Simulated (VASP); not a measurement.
A run of VASP 6.6.1 is set up as follows.

INCAR

```
SYSTEM = Rb
PREC     = Accurate       ! precision mode
ENCUT    = 520            ! plane-wave cutoff, eV
EDIFF    = 1E-7           ! SCF threshold, eV
ISMEAR   = 0              ! smearing method
SIGMA    = 0.1            ! smearing width, eV
LREAL    = .FALSE.        ! projectors in reciprocal space
LASPH    = .TRUE.         ! aspherical terms in the spheres
NELM     = 100            ! most SCF steps
ALGO     = Fast           ! electronic algorithm
ISIF     = 2              ! what is computed and relaxed
LWAVE    = .FALSE.        ! write WAVECAR
LCHARG   = .FALSE.        ! write CHGCAR
GGA      = PE             ! functional
NBANDS   = 20             ! bands
```

The input KPOINTS:

```
Automatic mesh
0
G
  3 3 3
  0 0 0
```

File POSCAR:

```
Rb
1.0
    2.5376398721      1.4651070633     12.6889018100
   -2.5376398721      1.4651070633     12.6889018100
    0.0000000000     -2.9302141265     12.6889018100
Rb
3
Direct
    0.0000000000      0.0000000000      0.0000000000
    0.7776223900      0.7776223900      0.7776223900
    0.2223776100      0.2223776100      0.2223776100
```

Potentials or basis: VASP PAW PBE potentials, release 64 (Rb_sv).

Launch:

```bash
$ cat potpaw_PBE.64/Rb_sv/POTCAR > POTCAR
$ mpirun -np 1 vasp_std > vasp.out
```

Task: Predict the largest force.

Result: 0.003 eV/Å.

Task: Estimate the band gap on the k mesh.

Result: None (metal or under the smearing width).

Task: Predict the pressure.

Result: -0.1 GPa.

Forces in eV/Å, atoms in the order of the input:
```
Rb   0.000  0.000  0.000
Rb   0.000  0.000  0.003
Rb   0.000  0.000 -0.003
```

Caveat: the k mesh is coarse (spacing up to 0.48 Å⁻¹), so the values aren't converged.
